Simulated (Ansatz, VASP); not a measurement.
**HfMo2 (HfMo2 in the C11b ordering) in two plane-wave programs**

One calculation is typed for both programs; each brings its own data sets. How far apart do they land? The cell is generated by rule, not measured, and may not be a known phase. The cell is taken from a series of runs on this material, whose earlier steps may have relaxed, scaled, displaced or heated it; both programs get it as it stands.

Program: Ansatz 0.2.0. Level of theory: plane waves, with VASP 6.6.1 beside it; zone-centre phonons at PBE. Results are calculated unless marked as measured.

The structure was built from a prototype and need not be the compound's stable phase.

**1. The structure**

The structure is tetragonal, space group I4/mmm (No. 139). The conventional cell has a = 3.224 Å, b = 3.224 Å, c = 10.081 Å, α = 90.00°, β = 90.00°, γ = 90.00°. Hf has 10 Mo at 2.91 to 3.24 Å and 4 Hf at 3.22 Å nearest. Nearest to Mo lie 8 Mo at 2.69 to 3.22 Å and 5 Hf at 2.91 to 3.24 Å. Farther neighbours are not listed.

Coordinates:

```xyz
3
Lattice="3.2236 0.0000 0.0000 0.0000 3.2236 0.0000 1.6118 1.6118 5.0403" Properties=species:S:1:pos:R:3 pbc="T T T"
Hf    0.0000    0.0000    0.0000
Mo    3.2236    3.2236    3.2355
Mo    1.6118    1.6118    1.8049
```

**2. VASP: zone-centre phonons, PBE**

Second derivatives magnify differences that forces hide, and they need a tight electronic threshold.

Lines of VASP's logs that name or quote its potential files are left out, and so is its time.

Contents of INCAR:

```
SYSTEM = HfMo2
PREC = Accurate
ENCUT = 500
EDIFF = 1E-08
NELM = 120
ISMEAR = 1
SIGMA = 0.2
LREAL = .FALSE.
ALGO = Normal
GGA = PE
NBANDS = 25
LASPH = .TRUE.
LORBIT = 11
LWAVE = .FALSE.
LCHARG = .FALSE.
ISIF = 2
IBRION = 8
GGA_COMPAT = .FALSE.
KPAR = 2
```

Contents of POSCAR:

```
HfMo2
1.0
    3.2236190802      0.0000000000      0.0000000000
    0.0000000000      3.2236190802      0.0000000000
    1.6118095401      1.6118095401      5.0403094104
Hf Mo
1 2
Direct
    0.0000000000      0.0000000000      0.0000000000
    0.6790416298      0.6790416298      0.6419167403
    0.3209583702      0.3209583702      0.3580832597
```

Contents of KPOINTS:

```
Automatic mesh
0
Gamma
6 6 6
0 0 0
```

Potentials, in the order of the species: Hf_pv and Mo_sv (PBE family, release 64).

On the command line:

```bash
> mpirun -np 2 vasp_std
```

Numbers of over 12 decimals in the logs are rounded to 6 here.

The program printed:

```text
[banner, memory and clock lines left out]
running    2 mpi-ranks, on    1 nodes
 distrk:  each k-point on    1 cores,    2 groups
 distr:  one band on    1 cores,    1 groups

 POSCAR found type information on POSCAR HfMo
 POSCAR found :  2 types and       3 ions
 LDA part: xc-table for (Slater+PW92), standard interpolation
 POSCAR, INCAR and KPOINTS ok, starting setup
 FFT: planning ... GRIDC
 FFT: planning ... GRID_SOFT
 FFT: planning ... GRID
 WAVECAR not read
 entering main loop
       N       E                     dE             d eps       ncg     rms          rms(c)
DAV:   1     0.341741703096E+03    0.34174E+03   -0.23117E+04  1500   0.150E+03
DAV:   2    -0.242859849343E+02   -0.36603E+03   -0.36072E+03  1758   0.446E+02
DAV:   3    -0.334826904638E+02   -0.91967E+01   -0.89862E+01  1944   0.646E+01
DAV:   4    -0.335986948988E+02   -0.11600E+00   -0.11548E+00  1660   0.675E+00
DAV:   5    -0.336004054891E+02   -0.17106E-02   -0.17088E-02  1905   0.725E-01    0.590E+01
DAV:   6    -0.324072493091E+02    0.11932E+01   -0.29337E+00  1659   0.122E+01    0.307E+01
DAV:   7    -0.322675518258E+02    0.13970E+00   -0.20062E+00  1781   0.666E+00    0.123E+01
DAV:   8    -0.321819346935E+02    0.85617E-01   -0.11928E+00  1798   0.491E+00    0.250E+00
DAV:   9    -0.321513429721E+02    0.30592E-01   -0.17039E-01  1785   0.242E+00    0.813E-01
DAV:  10    -0.321512043987E+02    0.13857E-03   -0.45325E-03  1789   0.414E-01    0.177E-01
DAV:  11    -0.321511983981E+02    0.60006E-05   -0.53352E-04  1851   0.146E-01    0.104E-01
DAV:  12    -0.321511851835E+02    0.13215E-04   -0.58877E-05  1863   0.417E-02    0.304E-02
DAV:  13    -0.321511851672E+02    0.16331E-07   -0.30033E-06  1596   0.140E-02    0.918E-03
DAV:  14    -0.321511856382E+02   -0.47104E-06   -0.21122E-07  1794   0.329E-03    0.193E-03
DAV:  15    -0.321511856250E+02    0.13213E-07   -0.74491E-09   957   0.659E-04    0.810E-04
DAV:  16    -0.321511856107E+02    0.14285E-07   -0.23618E-09   819   0.311E-04    0.896E-05
DAV:  17    -0.321511856165E+02   -0.58035E-08   -0.34986E-10   817   0.142E-04
   1 F= -.32151186E+02 E0= -.32149941E+02  d E =-.373395E-02
 Linear response reoptimize wavefunctions to high precision
DAV:   1    -0.321511856160E+02    0.50659E-09   -0.78244E-11   815   0.600E-05
DAV:   2    -0.321511856160E+02    0.30923E-10   -0.23943E-11   804   0.300E-05
 Linear response DOF=           4
 Linear response progress:
  Degree of freedom:   1/  4
       N       E                     dE             d eps       ncg     rms          rms(c)
RMM:   1    -0.213496625435E+00   -0.21350E+00    0.41472E+00  2629   0.880E+00
RMM:   2    -0.215958779086E+00   -0.24622E-02   -0.43047E-02  3388   0.882E-01    0.547E-01
RMM:   3    -0.215547894899E+00    0.41088E-03   -0.52704E-03  4201   0.203E-01    0.143E-01
RMM:   4    -0.215262918866E+00    0.28498E-03   -0.70270E-04  4682   0.710E-02    0.170E-01
RMM:   5    -0.214869011996E+00    0.39391E-03   -0.11057E-04  4525   0.404E-02    0.288E-02
RMM:   6    -0.214746291898E+00    0.12272E-03   -0.26537E-05  4853   0.165E-02    0.244E-02
RMM:   7    -0.214739799654E+00    0.64922E-05   -0.74252E-06  4592   0.576E-03    0.137E-02
RMM:   8    -0.214739093916E+00    0.70574E-06   -0.10413E-05  4641   0.427E-03    0.451E-03
RMM:   9    -0.214739596649E+00   -0.50273E-06   -0.11395E-05  4789   0.176E-03    0.176E-03
RMM:  10    -0.214739875774E+00   -0.27912E-06   -0.50138E-06  5119   0.954E-04    0.724E-04
RMM:  11    -0.214740201440E+00   -0.32567E-06   -0.39330E-06  4759   0.626E-04    0.855E-04
RMM:  12    -0.214740226501E+00   -0.25061E-07   -0.24414E-06  4626   0.423E-04    0.769E-05
RMM:  13    -0.214740298624E+00   -0.72123E-07   -0.14653E-06  5096   0.284E-04    0.983E-05
RMM:  14    -0.214740339216E+00   -0.40593E-07   -0.10893E-06  4989   0.219E-04    0.454E-05
RMM:  15    -0.214740379999E+00   -0.40783E-07   -0.74555E-07  4806   0.183E-04    0.585E-05
RMM:  16    -0.214740395360E+00   -0.15361E-07   -0.51352E-07  4904   0.160E-04    0.243E-05
RMM:  17    -0.214740397966E+00   -0.26058E-08   -0.33058E-07  4162   0.147E-04    0.265E-05
RMM:  18    -0.214740422677E+00   -0.24711E-07   -0.22896E-07  4811   0.141E-04    0.738E-06
RMM:  19    -0.214740421674E+00    0.10029E-08   -0.13147E-07  4080   0.136E-04    0.523E-06
RMM:  20    -0.214740416070E+00    0.56043E-08   -0.88790E-08  3888   0.133E-04    0.117E-05
 first order change of Fermi-energy   0.43689E-03
 force on displaced ion       1 direction 1 :  -6.951   0.000   0.000
 Linear response progress:
  Degree of freedom:   2/  4
       N       E                     dE             d eps       ncg     rms          rms(c)
RMM:   1    -0.241921576474E+00   -0.24192E+00    0.44210E+00  2601   0.889E+00
RMM:   2    -0.248017069731E+00   -0.60955E-02   -0.43546E-02  2169   0.906E-01    0.605E-01
RMM:   3    -0.249535438690E+00   -0.15184E-02   -0.12958E-02  2201   0.497E-01    0.523E-01
RMM:   4    -0.246344125697E+00    0.31913E-02   -0.51846E-03  2157   0.358E-01    0.215E-01
RMM:   5    -0.246114305711E+00    0.22982E-03   -0.46388E-04  2747   0.820E-02    0.163E-01
RMM:   6    -0.245791015368E+00    0.32329E-03   -0.36984E-05  2733   0.411E-02    0.469E-02
RMM:   7    -0.245698314937E+00    0.92700E-04   -0.11371E-05  2569   0.283E-02    0.168E-02
RMM:   8    -0.245707851428E+00   -0.95365E-05    0.42594E-06  2976   0.105E-02    0.547E-03
RMM:   9    -0.245707444868E+00    0.40656E-06    0.16813E-05  2842   0.372E-03    0.299E-03
RMM:  10    -0.245702681303E+00    0.47636E-05    0.99280E-06  2679   0.295E-03    0.838E-04
RMM:  11    -0.245701522947E+00    0.11584E-05    0.43851E-06  3205   0.110E-03    0.374E-04
RMM:  12    -0.245700790916E+00    0.73203E-06    0.35489E-06  3009   0.525E-04    0.691E-05
RMM:  13    -0.245700443653E+00    0.34726E-06    0.23006E-06  2975   0.368E-04    0.968E-05
RMM:  14    -0.245700510917E+00   -0.67263E-07    0.93735E-07  2986   0.260E-04    0.285E-05
RMM:  15    -0.245700515567E+00   -0.46497E-08    0.62963E-07  3020   0.210E-04    0.200E-05
RMM:  16    -0.245700498443E+00    0.17123E-07    0.12773E-07  3259   0.183E-04    0.973E-06
RMM:  17    -0.245700508625E+00   -0.10181E-07    0.72399E-12  3030   0.168E-04    0.322E-06
RMM:  18    -0.245700500951E+00    0.76741E-08   -0.28730E-08  2801   0.160E-04    0.619E-06
 first order change of Fermi-energy   0.66769E-03
 force on displaced ion       1 direction 3 :  -0.000  -0.000  -8.470
 Linear response progress:
  Degree of freedom:   3/  4
       N       E                     dE             d eps       ncg     rms          rms(c)
RMM:   1    -0.788910845262E+00   -0.78891E+00    0.39380E+00  3644   0.189E+01
RMM:   2    -0.584304659564E+00    0.20461E+00   -0.31717E-01  5016   0.351E+00    0.187E-01
RMM:   3    -0.583576350060E+00    0.72831E-03   -0.10321E-02  6381   0.518E-01    0.132E-01
RMM:   4    -0.582928534265E+00    0.64782E-03   -0.14421E-03  7068   0.171E-01    0.704E-02
RMM:   5    -0.582634932130E+00    0.29360E-03   -0.24710E-04  7276   0.727E-02    0.139E-02
RMM:   6    -0.582662662755E+00   -0.27731E-04   -0.14362E-04  7188   0.289E-02    0.730E-03
RMM:   7    -0.582671614279E+00   -0.89515E-05   -0.11116E-04  7078   0.148E-02    0.499E-03
RMM:   8    -0.582698366512E+00   -0.26752E-04   -0.83201E-05  6884   0.888E-03    0.233E-03
RMM:   9    -0.582709633742E+00   -0.11267E-04   -0.47508E-05  7299   0.462E-03    0.655E-04
RMM:  10    -0.582712529870E+00   -0.28961E-05   -0.27868E-05  7360   0.242E-03    0.330E-04
RMM:  11    -0.582714323115E+00   -0.17932E-05   -0.17327E-05  7179   0.145E-03    0.171E-04
RMM:  12    -0.582715608396E+00   -0.12853E-05   -0.92290E-06  7196   0.932E-04    0.765E-05
RMM:  13    -0.582715860381E+00   -0.25198E-06   -0.60361E-06  7554   0.591E-04    0.679E-05
RMM:  14    -0.582716775888E+00   -0.91551E-06   -0.36531E-06  6952   0.438E-04    0.104E-05
[...]
RMM:  18    -0.582716897011E+00    0.97932E-08   -0.71669E-07  7003   0.179E-04    0.725E-06
RMM:  19    -0.582717017698E+00   -0.12069E-06   -0.71036E-07  7125   0.172E-04    0.478E-06
RMM:  20    -0.582716980999E+00    0.36699E-07   -0.37947E-07  6938   0.161E-04    0.183E-06
RMM:  21    -0.582716969469E+00    0.11530E-07   -0.50157E-07  6702   0.157E-04    0.337E-06
RMM:  22    -0.582716955943E+00    0.13526E-07   -0.27840E-07  6846   0.155E-04    0.585E-06
RMM:  23    -0.582716961495E+00   -0.55516E-08   -0.44952E-07  5983   0.153E-04    0.510E-06
RMM:  24    -0.582716961307E+00    0.18847E-09   -0.24023E-07  5816   0.152E-04    0.579E-06
RMM:  25    -0.582716965105E+00   -0.37986E-08   -0.34045E-07  5797   0.152E-04    0.522E-06
 first order change of Fermi-energy  -0.82690E-04
 force on displaced ion       2 direction 1 :  -9.471  -0.000   0.016
 Linear response progress:
  Degree of freedom:   4/  4
       N       E                     dE             d eps       ncg     rms          rms(c)
RMM:   1    -0.855364249014E+00   -0.85536E+00    0.41683E+00  1629   0.191E+01
RMM:   2    -0.652057314141E+00    0.20331E+00   -0.32474E-01  2233   0.354E+00    0.378E-01
RMM:   3    -0.651933382024E+00    0.12393E-03   -0.11410E-02  2524   0.588E-01    0.361E-01
RMM:   4    -0.650557949478E+00    0.13754E-02   -0.32801E-03  2461   0.292E-01    0.179E-01
RMM:   5    -0.649977017072E+00    0.58093E-03   -0.60653E-04  2867   0.126E-01    0.923E-02
RMM:   6    -0.649671867108E+00    0.30515E-03   -0.15302E-04  2834   0.695E-02    0.212E-02
RMM:   7    -0.649678323250E+00   -0.64561E-05   -0.41050E-05  2997   0.284E-02    0.119E-02
RMM:   8    -0.649692031759E+00   -0.13709E-04   -0.10835E-05  3083   0.142E-02    0.315E-03
RMM:   9    -0.649699243717E+00   -0.72120E-05   -0.71455E-06  3109   0.480E-03    0.137E-03
RMM:  10    -0.649704271184E+00   -0.50275E-05   -0.64615E-06  3091   0.267E-03    0.474E-04
RMM:  11    -0.649707144018E+00   -0.28728E-05   -0.42034E-06  3026   0.153E-03    0.951E-05
RMM:  12    -0.649706984234E+00    0.15978E-06   -0.26957E-06  3162   0.907E-04    0.703E-05
RMM:  13    -0.649707246177E+00   -0.26194E-06   -0.15511E-06  3100   0.596E-04    0.719E-05
RMM:  14    -0.649707279516E+00   -0.33339E-07   -0.12154E-06  3367   0.413E-04    0.944E-05
[...]
RMM:  20    -0.649708573525E+00   -0.60095E-06   -0.65441E-08  3380   0.240E-04    0.488E-05
RMM:  21    -0.649708754399E+00   -0.18087E-06   -0.22115E-08  3267   0.195E-04    0.604E-05
RMM:  22    -0.649709189676E+00   -0.43528E-06   -0.45374E-08  3331   0.214E-04    0.117E-04
RMM:  23    -0.649709100857E+00    0.88819E-07   -0.28900E-08  2958   0.180E-04    0.989E-05
RMM:  24    -0.649708759424E+00    0.34143E-06   -0.38773E-08  3203   0.196E-04    0.622E-05
RMM:  25    -0.649708506790E+00    0.25263E-06   -0.53888E-08  3359   0.191E-04    0.234E-05
RMM:  26    -0.649708389192E+00    0.11760E-06   -0.41980E-08  3319   0.178E-04    0.133E-05
RMM:  27    -0.649708387440E+00    0.17516E-08   -0.33064E-08  3297   0.168E-04    0.683E-06
 first order change of Fermi-energy  -0.12481E+01
 force on displaced ion       2 direction 3 :  -0.000  -0.000 -13.875
 Linear response finished
```

From OUTCAR (step 2):

```text
ion  position               nearest neighbor table
   1  0.000  0.000  0.000-   2 2.91   3 2.91   2 2.91   3 2.91   3 2.91   2 2.91   3 2.91   2 2.91
                             3 3.24   2 3.24
   2  0.679  0.679  0.642-   3 2.69   3 2.69   3 2.69   3 2.69   1 2.91   1 2.91   1 2.91   1 2.91
                             1 3.24
   3  0.321  0.321  0.358-   2 2.69   2 2.69   2 2.69   2 2.69   1 2.91   1 2.91   1 2.91   1 2.91
                             1 3.24

  LATTYP: Found a body centered tetragonal cell.
 ALAT       =     3.2236190802
 C/A-ratio  =     3.1271122828

 Subroutine GETGRP returns: Found 16 space group operations
 (whereof 16 operations were pure point group operations)

The static configuration has the point symmetry D_4h.

 Found     30 irreducible k-points:

   k-points           NKPTS =     30   k-points in BZ     NKDIM =     30   number of bands    NBANDS=     25

   dimension x,y,z NGX =    24 NGY =   24 NGZ =   40
   dimension x,y,z NGXF=    48 NGYF=   48 NGZF=   80

   ENCUT  =  500.0 eV  36.75 Ry    6.06 a.u.   5.88  5.88 10.09*2*pi/ulx,y,z

   NELECT =      38.0000    total number of electrons

 k-points in reciprocal lattice and weights: Automatic mesh
   0.00000000  0.00000000  0.00000000       0.005
   0.16666667  0.00000000 -0.00000000       0.037
   0.33333333  0.00000000  0.00000000       0.037
   0.50000000  0.00000000 -0.00000000       0.019
   0.16666667  0.16666667 -0.00000000       0.037
   0.33333333  0.16666667  0.00000000       0.074
   0.50000000  0.16666667  0.00000000       0.074
  -0.33333333  0.16666667  0.00000000       0.074
  -0.16666667  0.16666667  0.00000000       0.019
[...]
-0.16666667 -0.16666667  0.33333333       0.019
   0.00000000  0.00000000  0.50000000       0.005

 average (electrostatic) potential at core
       1 -32.4977       2 -71.9353       3 -71.9353

  Total       -0.0105431     -0.0105431     -0.0355758      0.0000000      0.0000000      0.0000000
  in kB       -0.3225019     -0.3225019     -1.0882305      0.0000000      0.0000000      0.0000000
  external PRESSURE =      -0.5777448 kB  Pullay stress =       0.0000000 kB

  energy-cutoff  :      500.00
  volume of cell :       52.38
      direct lattice vectors                 reciprocal lattice vectors
     3.223619080  0.000000000  0.000000000     0.310210349  0.000000000 -0.099200259
     0.000000000  3.223619080  0.000000000     0.000000000  0.310210349 -0.099200259
     1.611809540  1.611809540  5.040309410     0.000000000  0.000000000  0.198400518

 POSITION                                       TOTAL-FORCE (eV/Angst)
 -----------------------------------------------------------------------------------
      0.00000      0.00000      0.00000        -0.000000      0.000000      0.000000
      3.22362      3.22362      3.23546        -0.000000     -0.000000      0.063718
      1.61181      1.61181      1.80485         0.000000      0.000000     -0.063718
 -----------------------------------------------------------------------------------
    total drift:                               -0.000000     -0.000000     -0.000000

 Eigenvectors and eigenvalues of the dynamical matrix
 ----------------------------------------------------

   1 f  =    7.745884 THz    48.668821 2PiTHz  258.374862 cm-1    32.034386 meV
             X         Y         Z           dx          dy          dz
      0.000000  0.000000  0.000000    -0.000000    0.000000   -0.000000
      3.223619  3.223619  3.235459    -0.000000    0.000000    0.707107
      1.611810  1.611810  1.804850     0.000000   -0.000000   -0.707107

   2 f  =    6.286121 THz    39.496862 2PiTHz  209.682418 cm-1    25.997295 meV
             X         Y         Z           dx          dy          dz
      0.000000  0.000000  0.000000     0.000000    0.000000   -0.000000
      3.223619  3.223619  3.235459    -0.576127   -0.409973    0.000000
      1.611810  1.611810  1.804850     0.576127    0.409973    0.000000

   3 f  =    6.286121 THz    39.496862 2PiTHz  209.682418 cm-1    25.997295 meV
             X         Y         Z           dx          dy          dz
      0.000000  0.000000  0.000000    -0.000000   -0.000000    0.000000
      3.223619  3.223619  3.235459    -0.409973    0.576127    0.000000
      1.611810  1.611810  1.804850     0.409973   -0.576127    0.000000

   4 f  =    4.721445 THz    29.665714 2PiTHz  157.490455 cm-1    19.526319 meV
             X         Y         Z           dx          dy          dz
      0.000000  0.000000  0.000000    -0.000000   -0.000000   -0.721287
      3.223619  3.223619  3.235459     0.000000    0.000000    0.489768
      1.611810  1.611810  1.804850     0.000000    0.000000    0.489768

   5 f  =    4.272429 THz    26.844460 2PiTHz  142.512875 cm-1    17.669337 meV
             X         Y         Z           dx          dy          dz
      0.000000  0.000000  0.000000    -0.340841    0.636573    0.000000
      3.223619  3.223619  3.235459     0.230909   -0.431257   -0.000000
      1.611810  1.611810  1.804850     0.230909   -0.431257   -0.000000

   6 f  =    4.272429 THz    26.844460 2PiTHz  142.512875 cm-1    17.669337 meV
             X         Y         Z           dx          dy          dz
      0.000000  0.000000  0.000000     0.636573    0.340841   -0.000000
      3.223619  3.223619  3.235459    -0.431257   -0.230909    0.000000
      1.611810  1.611810  1.804850    -0.431257   -0.230909    0.000000

   7 f/i=    0.010291 THz     0.064663 2PiTHz    0.343284 cm-1     0.042562 meV
             X         Y         Z           dx          dy          dz
      0.000000  0.000000  0.000000     0.000000    0.000000   -0.692637
      3.223619  3.223619  3.235459     0.000000    0.000000   -0.510027
      1.611810  1.611810  1.804850     0.000000    0.000000   -0.510027

   8 f/i=    0.014200 THz     0.089222 2PiTHz    0.473664 cm-1     0.058727 meV
             X         Y         Z           dx          dy          dz
      0.000000  0.000000  0.000000    -0.650913    0.234338   -0.000000
      3.223619  3.223619  3.235459    -0.480402    0.172952   -0.000000
      1.611810  1.611810  1.804850    -0.480402    0.172952   -0.000000

   9 f/i=    0.014200 THz     0.089222 2PiTHz    0.473664 cm-1     0.058727 meV
             X         Y         Z           dx          dy          dz
      0.000000  0.000000  0.000000     0.234338    0.650913    0.000000
      3.223619  3.223619  3.235459     0.172952    0.480402    0.000000
      1.611810  1.611810  1.804850     0.172952    0.480402    0.000000

 ELASTIC MODULI CONTR FROM IONIC RELAXATION (kBar)
 Direction    XX          YY          ZZ          XY          YZ          ZX
 --------------------------------------------------------------------------------
 XX         -43.0131    -43.0131   -116.2599      0.0000      0.0000     -0.0000
 YY         -43.0131    -43.0131   -116.2599      0.0000      0.0000     -0.0000
 ZZ        -116.2599   -116.2599   -314.2388      0.0000      0.0000     -0.0000
 XY           0.0000      0.0000      0.0000      0.0000      0.0000      0.0000
 YZ           0.0000      0.0000      0.0000      0.0000     -8.7081     -0.0000
 ZX          -0.0000     -0.0000     -0.0000      0.0000     -0.0000     -3.3261
 --------------------------------------------------------------------------------
```

The k-mesh is coarse for a metal. Harder data sets than Hf_pv exist (the GW ones), and pressures, volumes and forces can shift noticeably with them.

(Continued in part 2 of 2.)

[Lines on the potential files, build, host, timing and source positions are cut from VASP's logs without a mark.]

[Logs are printed without paths, hosts, clocks, repeated set-up lines and the standing remarks that a program may print on its own settings, such as how far it seeks lower states.]

[Hosts, paths, dates, database ids (printed as entryN), source tags and the programs' standing remarks are cut or masked in the printed files.]
